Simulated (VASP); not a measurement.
# SrCl2 (I4mm) in VASP: further runs

One crystal, SrCl2, is run at these levels: PBE; tasks: single point.

Everything below comes from runs of VASP 6.6.1. Logs are shortened: lines on timing, memory, paths and dates and some standing lists are left out, and cuts for length are marked.

## 1. The cell of the first run

The structure is tetragonal, space group I4mm (No. 107). Conventional cell: a = 4.929 Å, b = 4.929 Å, c = 6.971 Å, α = 90.00°, β = 90.00°, γ = 90.00°. Sr (site symmetry 4mm) is surrounded by 8 Cl at 2.98 to 3.06 Å. Around Cl (site symmetry 2mm) lie 4 Sr at 2.98 to 3.06 Å.

## 2. Single point, PBE (all Cl atoms moved +0.075 Å, as atom 2 along Cartesian [1 0 0])

Input file INCAR:

```
SYSTEM = SrCl2
PREC = Accurate ; ENCUT = 520
EDIFF = 1E-6 ; ISMEAR = 0
SIGMA = 0.05 ; LREAL = .False.
LASPH = .True. ; NELM = 100
ALGO = Normal ; ISIF = 2
LWAVE = .False. ; LCHARG = .False.
GGA = PE ; NBANDS = 19
```

Input file KPOINTS:

```
regular mesh
0
Gamma
  6 6 6
  0 0 0
```

Input file POSCAR:

```
SrCl2
1.0
    0.0000000000      3.4855000000      3.4855000000
    3.4855000000      0.0000000000      3.4855000000
    3.4855000000      3.4855000000      0.0000000000
Sr Cl
1 2
Direct
    0.0000000000      0.0000000000      0.0000000000
    0.2392411419      0.2607588581      0.2607588581
    0.7392411419      0.7607588581      0.7607588581
```

Potentials or basis: VASP PAW PBE potentials, release 64 (Sr_sv, Cl).

Launch:

```console
cat potpaw_PBE.64/Sr_sv/POTCAR potpaw_PBE.64/Cl/POTCAR > POTCAR
mpirun -np 1 vasp_std > vasp.out
```

OUTCAR:

```text
SYSTEM = SrCl2
   PREC = Accurate
   ENCUT = 520
   EDIFF = 1E-6
   ISMEAR = 0
   LREAL = .False.
   LASPH = .True.
   NELM = 100
   ISIF = 2
   GGA = PE

 ion  position               nearest neighbor table
   1  0.000  0.000  0.000-   3 2.98   3 2.98   2 2.98   2 2.98   3 3.06   3 3.06   2 3.06   2 3.06

   2  0.239  0.261  0.261-   1 2.98   1 2.98   1 3.06   1 3.06
   3  0.739  0.761  0.761-   1 2.98   1 2.98   1 3.06   1 3.06

  LATTYP: Found a face centered cubic cell.
 ALAT       =     6.9710000000

  Lattice vectors:

 A1 = (   0.0000000000,   3.4855000000,   3.4855000000)
 A2 = (   3.4855000000,   0.0000000000,   3.4855000000)
 A3 = (   3.4855000000,   3.4855000000,   0.0000000000)

Analysis of symmetry for initial positions (statically):
=====================================================================
 Subroutine PRICEL returns:
 Original cell was already a primitive cell.

 Routine SETGRP: Setting up the symmetry group for a
 face centered cubic supercell.

 Subroutine GETGRP returns: Found  8 space group operations
 (whereof  8 operations were pure point group operations)
 out of a pool of 48 trial point group operations.

The static configuration has the point symmetry C_4v.

Analysis of symmetry for dynamics (positions and initial velocities):
=====================================================================
 Subroutine PRICEL returns:
 Original cell was already a primitive cell.

 Routine SETGRP: Setting up the symmetry group for a
 face centered cubic supercell.

 Subroutine GETGRP returns: Found  8 space group operations
 (whereof  8 operations were pure point group operations)
 out of a pool of 48 trial point group operations.

The dynamic configuration has the point symmetry C_4v.

 Subroutine INISYM returns: Found  8 space group operations
 (whereof  8 operations are pure point group operations),
 and found     1 'primitive' translations

----------------------------------------------------------------------------------------

                                     Primitive cell

  volume of cell :      84.6887

  direct lattice vectors                    reciprocal lattice vectors
     0.000000000  3.485500000  3.485500000    -0.143451442  0.143451442  0.143451442
     3.485500000  0.000000000  3.485500000     0.143451442 -0.143451442  0.143451442
     3.485500000  3.485500000  0.000000000     0.143451442  0.143451442 -0.143451442

  length of vectors
     4.929241372  4.929241372  4.929241372     0.248465185  0.248465185  0.248465185

  position of ions in fractional coordinates (direct lattice)
     0.000000000  0.000000000  0.000000000
     0.239241142  0.260758858  0.260758858
     0.739241142  0.760758858  0.760758858

  ion indices of the primitive-cell ions
   primitive index   ion index
                 1           1
                 2           2
                 3           3

----------------------------------------------------------------------------------------

 KPOINTS: regular mesh

Automatic generation of k-mesh.
 Grid dimensions read from file:
 generate k-points for:    6    6    6

 Generating k-lattice:

  Cartesian coordinates                     Fractional coordinates (reciprocal lattice)
    -0.023908574  0.023908574  0.023908574     0.166666667  0.000000000  0.000000000
     0.023908574 -0.023908574  0.023908574     0.000000000  0.166666667  0.000000000
     0.023908574  0.023908574 -0.023908574     0.000000000  0.000000000  0.166666667

  Length of vectors
     0.041410864  0.041410864  0.041410864

  Shift w.r.t. Gamma in fractional coordinates (k-lattice)
     0.000000000  0.000000000  0.000000000

 Subroutine IBZKPT returns following result:
 ===========================================

 Found     30 irreducible k-points:

 Following reciprocal coordinates:
            Coordinates               Weight
  0.000000  0.000000  0.000000      1.000000
  0.166667  0.000000  0.000000      8.000000
  0.333333  0.000000  0.000000      8.000000
  0.500000  0.000000  0.000000      4.000000
  0.166667  0.166667  0.000000      4.000000
  0.000000  0.166667  0.166667      2.000000
[... 16 lines left out ...]
  0.500000  0.333333  0.166667      8.000000
  0.166667  0.500000  0.333333      8.000000
 [... further k-points ...]
   k-points           NKPTS =     30   k-points in BZ     NKDIM =     30   number of bands    NBANDS=     19
   number of dos      NEDOS =    301   number of ions     NIONS =      3
   total plane-waves  NPLWV =  64000
   dimension x,y,z NGX =    40 NGY =   40 NGZ =   40
   dimension x,y,z NGXF=    80 NGYF=   80 NGZF=   80
   ions per type =               1   2
   NGX,Y,Z   is equivalent  to a cutoff of  13.49, 13.49, 13.49 a.u.
   NGXF,Y,Z  is equivalent  to a cutoff of  26.98, 26.98, 26.98 a.u.
 SYSTEM =  SrCl2
   PREC   = accura    normal or accurate (medium, high low for compatibility)
   ISTART =      0    job   : 0-new  1-cont  2-samecut
   ICHARG =      2    charge: 1-file 2-atom 10-const
   ISPIN  =      1    spin polarized calculation?
   LNONCOLLINEAR =      F non collinear calculations
   LSORBIT =      F    spin-orbit coupling
   LASPH  =      T    aspherical Exc in radial PAW
   ENCUT  =  520.0 eV  38.22 Ry    6.18 a.u.   9.17  9.17  9.17*2*pi/ulx,y,z
   NELM   =    100;   NELMIN=  2; NELMDL= -5     # of ELM steps
   EDIFF  = 0.1E-05   stopping-criterion for ELM
   LREAL  =      F    real-space projection
   EDIFFG = 0.1E-04   stopping-criterion for IOM
   NSW    =      0    number of steps for IOM
   IBRION =     -1    ionic relax: 0-MD 1-quasi-New 2-CG
   NFREE  =      0    steps in history (QN), initial steepest desc. (CG)
   ISIF   =      2    stress and relaxation
   ISYM   =      2    0-nonsym 1-usesym 2-fastsym
   POTIM  = 0.5000    time-step for ionic-motion
   TEBEG  =    0.0;   TEEND  =   0.0 temperature during run
   PSTRESS=    0.0 pullay stress
   NELECT =      24.0000    total number of electrons
   NUPDOWN=      -1.0000    fix difference up-down
   EMIN   =  10.00;   EMAX   =-10.00  energy-range for DOS
   EFERMI =   0.00;   METHOD = LEGACY
   ISMEAR =     0;   SIGMA  =   0.05  broadening in eV -4-tet -1-fermi 0-gaus
   EFERMI_NEDOS =   21; number of points for ismear=-14 and -15
   IALGO  =     38    algorithm
   IMIX   =      4    mixing-type and parameters
     AMIX     =   0.40;   BMIX     =  1.00
     AMIX_MAG =   1.60;   BMIX_MAG =  1.00
  volume/ion in A,a.u.               =      28.23       190.50
  Fermi-wavevector in a.u.,A,eV,Ry     =   1.075318  2.032056 15.732530  1.156308
  Thomas-Fermi vector in A             =   2.211171
   LORBIT       =      0    0 simple, 1 ext, 2 COOP (PROOUT), +10 PAW based schemes
   GGA     = PE    functional components
   LHFCALC =     F    Hartree Fock is set to
   AEXX    =    0.0000 exact exchange contribution
   IVDW    =     0    specifies the selected vdW correction
   LEPSILON=     F    determine dielectric tensor
   LRPA    =     F    only Hartree local field effects (RPA)
 non-spin polarized calculation
 Gauss-broadening in eV      SIGMA  =   0.05
  energy-cutoff  :      520.00
  volume of cell :       84.69
 maximum number of plane-waves:      2301
 NGX is ok and might be reduce to    40
   NGX = 19   NGY = 19   NGZ = 19

 number of electron      24.0000002 magnetization

 Free energy of the ion-electron system (eV)
  ---------------------------------------------------
  ext. energy  EPLUGINS =         0.00000000
  ---------------------------------------------------
  free energy    TOTEN  =       -12.77301529 eV

  energy without entropy =      -12.77301529  energy(sigma->0) =      -12.77301529

 E-fermi :   0.3816     XC(G=0):  -8.2926

 val. band max:        0.1733880595   @ k =   0.5000   0.5000   0.0000
 cond. band min:       5.5148654829   @ k =   0.0000   0.0000   0.0000
 fundamental gap:      5.3414774234
 Fermi energy:         0.3815913646

 k-point     1 :       0.0000    0.0000    0.0000
  band No.  band energies     occupation
      1     -32.7063      2.00000
      2     -14.7032      2.00000
      3     -14.7004      2.00000
      4     -14.7004      2.00000
      5     -13.1427      2.00000
      6     -12.2922      2.00000
[... 11 lines left out ...]
     18       9.2134      0.00000
     19       9.5039      0.00000

 k-point     2 :       0.1667    0.0000    0.0000
  band No.  band energies     occupation
      1     -32.7055      2.00000
      2     -14.7920      2.00000
      3     -14.7049      2.00000
      4     -14.7039      2.00000
      5     -12.9907      2.00000
      6     -12.3484      2.00000
[... 11 lines left out ...]
     18       8.9306      0.00000
     19       9.9366      0.00000

 k-point     3 :       0.3333    0.0000    0.0000
  band No.  band energies     occupation
      1     -32.7038      2.00000
      2     -14.9329      2.00000
      3     -14.7128      2.00000
      4     -14.7109      2.00000
      5     -12.7748      2.00000
      6     -12.4007      2.00000
[... 11 lines left out ...]
     18       8.7709      0.00000
     19       9.2983      0.00000

 k-point     4 :       0.5000    0.0000    0.0000
  band No.  band energies     occupation
      1     -32.7030      2.00000
      2     -14.9909      2.00000
      3     -14.7168      2.00000
      4     -14.7143      2.00000
      5     -12.7427      2.00000
      6     -12.3586      2.00000
[... 407 lines left out ...]
     18       8.8522      0.00000
     19      10.1168      0.00000

 k-point    23 :       0.5000    0.3333    0.1667
  band No.  band energies     occupation
      1     -32.7028      2.00000
      2     -14.9497      2.00000
      3     -14.7948      2.00000
      4     -14.7227      2.00000
      5     -12.5549      2.00000
      6     -12.4903      2.00000
[... 11 lines left out ...]
     18       8.9068      0.00000
     19       9.9836      0.00000

 k-point    24 :       0.1667    0.5000    0.3333
  band No.  band energies     occupation
      1     -32.7028      2.00000
      2     -14.9485      2.00000
      3     -14.7935      2.00000
      4     -14.7227      2.00000
      5     -12.5534      2.00000
      6     -12.4958      2.00000
[... 11 lines left out ...]
     18       8.9011      0.00000
     19       9.9888      0.00000

 [... further k-points ...]

------------------------ aborting loop because EDIFF is reached ----------------------------------------

  FORCE on cell =-STRESS in cart. coord.  units (eV):
  Direction    XX          YY          ZZ          XY          YZ          ZX
  --------------------------------------------------------------------------------------
  -------------------------------------------------------------------------------------
  Total        0.6408477      0.6609197      0.6609197      0.0000000      0.0000000      0.0000000
  in kB       12.1238382     12.5035700     12.5035700      0.0000000      0.0000000      0.0000000
  external PRESSURE =      12.3769927 kB  Pullay stress =       0.0000000 kB

 VOLUME and BASIS-vectors are now :
 -----------------------------------------------------------------------------
  energy-cutoff  :      520.00
  volume of cell :       84.69
      direct lattice vectors                 reciprocal lattice vectors
     0.000000000  3.485500000  3.485500000    -0.143451442  0.143451442  0.143451442
     3.485500000  0.000000000  3.485500000     0.143451442 -0.143451442  0.143451442
     3.485500000  3.485500000  0.000000000     0.143451442  0.143451442 -0.143451442

 POSITION                                       TOTAL-FORCE (eV/Angst)
 -----------------------------------------------------------------------------------
      0.00000      0.00000      0.00000         0.207625      0.000000      0.000000
      1.81775      1.74275      1.74275        -0.103812      0.000000      0.000000
      5.30325      5.22825      5.22825        -0.103812     -0.000000     -0.000000
 -----------------------------------------------------------------------------------
    total drift:                                0.000062     -0.000000     -0.000000

  FREE ENERGIE OF THE ION-ELECTRON SYSTEM (eV)
  ---------------------------------------------------
  free  energy   TOTEN  =       -12.7730152901 eV

  energy  without entropy=      -12.7730152901  energy(sigma->0) =      -12.77301529
```

It took 37 s on 1 thread of Intel Xeon 6975P-C (Granite Rapids), shared host; peak memory 0.25 GiB.

What came out:

- Free energy: -12.7730 eV
- Pressure: 1.2 GPa
- Largest force: 0.208 eV/Å
- Band gap on the k mesh: 5.34 eV, indirect (least direct gap 5.50 eV)

Forces in eV/Å, atoms in the order of the input:
```
Sr   0.208  0.000  0.000
Cl  -0.104  0.000  0.000
Cl  -0.104  0.000  0.000
```

Levels at points of the mesh, in eV from the valence-band top:
```csv
k point,band 9,band 10,band 11,band 12,band 13,band 14,band 15,band 16
"(0.00, 0.00, 0.00)",-2.14,-0.35,-0.34,-0.34,5.34,6.09,6.11,8.94
"(0.50, 0.00, 0.00)",-1.51,-1.32,-1.06,-1.06,6.71,6.71,7.46,7.93
"(0.50, 0.50, 0.00)",-1.89,-0.43,-0.41,0.00,5.50,7.04,7.59,7.95
"(0.00, 0.50, 0.50)",-1.89,-0.41,-0.41,-0.01,5.51,7.06,7.59,8.02
```

A k mesh can miss the band edges.

## 3. Single point, PBE (all Cl atoms moved +0.025 Å, as atom 2 along Cartesian [1 0 0])

Input file INCAR:

```
PREC = Accurate ; ENCUT = 520
EDIFF = 1E-6 ; ISMEAR = 0
SIGMA = 0.05 ; LREAL = F
LASPH = T ; NELM = 100
ALGO = Fast ; ISIF = 2
LWAVE = F ; LCHARG = F
GGA = PE ; NBANDS = 19
```

Input file KPOINTS:

```
regular mesh
0
Gamma
  6 6 6
```

Input file POSCAR:

```
SrCl2
1.0
    0.0000000000      3.4855000000      3.4855000000
    3.4855000000      0.0000000000      3.4855000000
    3.4855000000      3.4855000000      0.0000000000
Sr Cl
1 2
Direct
    0.0000000000      0.0000000000      0.0000000000
    0.2464137140      0.2535862860      0.2535862860
    0.7464137140      0.7535862860      0.7535862860
```

Potentials or basis: VASP PAW PBE potentials, release 64 (Sr_sv, Cl).

Launch:

```console
cat potpaw_PBE.64/Sr_sv/POTCAR potpaw_PBE.64/Cl/POTCAR > POTCAR
mpirun -np 1 vasp_std > vasp.out
```

Wall time 41 s (1 thread of Intel Xeon 6975P-C (Granite Rapids), shared host); peak memory 0.25 GiB.

Results (log left out):

| Quantity | Value |
| --- | --- |
| Free energy | -12.7799 eV |
| Pressure | 1.2 GPa |
| Largest force | 0.069 eV/Å |
| Band gap on the k mesh | 5.35 eV, indirect (least direct gap 5.50 eV) |

Forces in eV/Å, atoms in the order of the input:
```
Sr   0.069  0.000  0.000
Cl  -0.034  0.000  0.000
Cl  -0.034  0.000  0.000
```

Levels at points of the mesh, in eV from the valence-band top:
```
           k point  band 10  band 11  band 12  band 13  band 14  band 15
(0.00, 0.00, 0.00)    -0.34    -0.34    -0.34     5.35     6.09     6.10
(0.50, 0.00, 0.00)    -1.32    -1.05    -1.05     6.71     6.71     7.51
(0.50, 0.50, 0.00)    -0.41    -0.41     0.00     5.50     7.04     7.61
(0.00, 0.50, 0.50)    -0.41    -0.41     0.00     5.50     7.05     7.61
```

A k mesh can miss the band edges.

## 4. Single point, PBE (all Cl atoms moved +0.050 Å, as atom 2 along Cartesian [1 0 0])

Input file INCAR:

```
PREC = Accurate
ENCUT = 520
EDIFF = 1E-6
ISMEAR = 0
SIGMA = 0.05
LREAL = False
LASPH = True
NELM = 100
ALGO = Normal
ISIF = 2
LWAVE = False
LCHARG = False
GGA = PE
NBANDS = 19
```

KPOINTS is that of step 3.

Input file POSCAR:

```
SrCl2
1.0
    0.0000000000      3.4855000000      3.4855000000
    3.4855000000      0.0000000000      3.4855000000
    3.4855000000      3.4855000000      0.0000000000
Sr Cl
1 2
Direct
    0.0000000000      0.0000000000      0.0000000000
    0.2428274279      0.2571725721      0.2571725721
    0.7428274279      0.7571725721      0.7571725721
```

Launch:

```console
cat potpaw_PBE.64/Sr_sv/POTCAR potpaw_PBE.64/Cl/POTCAR > POTCAR
mpirun -np 1 vasp_std > vasp.out
```

Run time: 33 s. Hardware: 1 thread of Intel Xeon 6975P-C (Granite Rapids), shared host; peak memory 0.25 GiB.

The run converged. Its results:

- Free energy: -12.7773 eV
- Pressure: 1.2 GPa
- Largest force: 0.138 eV/Å
- Band gap on the k mesh: 5.34 eV, indirect (least direct gap 5.50 eV)

Forces on the atoms (eV/Å):
```
Sr   0.138  0.000  0.000
Cl  -0.069  0.000  0.000
Cl  -0.069  0.000  0.000
```

Levels at points of the mesh, in eV from the valence-band top:
| k point | band 8 | band 9 | band 10 | band 11 | band 12 | band 13 | band 14 | band 15 | band 16 | band 17 |
| --- | --- | --- | --- | --- | --- | --- | --- | --- | --- | --- |
| (0.00, 0.00, 0.00) | -2.14 | -2.14 | -0.34 | -0.34 | -0.34 | 5.34 | 6.09 | 6.10 | 8.99 | 8.99 |
| (0.50, 0.00, 0.00) | -1.57 | -1.50 | -1.32 | -1.05 | -1.05 | 6.71 | 6.71 | 7.49 | 7.90 | 8.63 |
| (0.50, 0.50, 0.00) | -1.89 | -1.89 | -0.41 | -0.41 | 0.00 | 5.50 | 7.04 | 7.60 | 7.98 | 8.02 |
| (0.00, 0.50, 0.50) | -1.89 | -1.89 | -0.41 | -0.41 | 0.00 | 5.50 | 7.05 | 7.60 | 8.01 | 8.01 |

A k mesh can miss the band edges.

## 5. Summary

```csv
cell,gap on the mesh (eV),pressure (GPa),largest force (eV/Å)
"all Cl atoms moved +0.075 Å, as atom 2 along Cartesian [1 0 0]",5.34,1.2,0.21
"all Cl atoms moved +0.025 Å, as atom 2 along Cartesian [1 0 0]",5.35,1.2,0.07
"all Cl atoms moved +0.050 Å, as atom 2 along Cartesian [1 0 0]",5.34,1.2,0.14
```

Alike in all rows: task single point; level PBE; potentials or basis VASP PAW PBE potentials, release 64 (Sr_sv, Cl); no spin polarisation; k mesh 6 × 6 × 6; cutoff (eV) 520; smearing gaussian 0.05 eV.

Absolute energies hang on the potentials; compare differences alone.
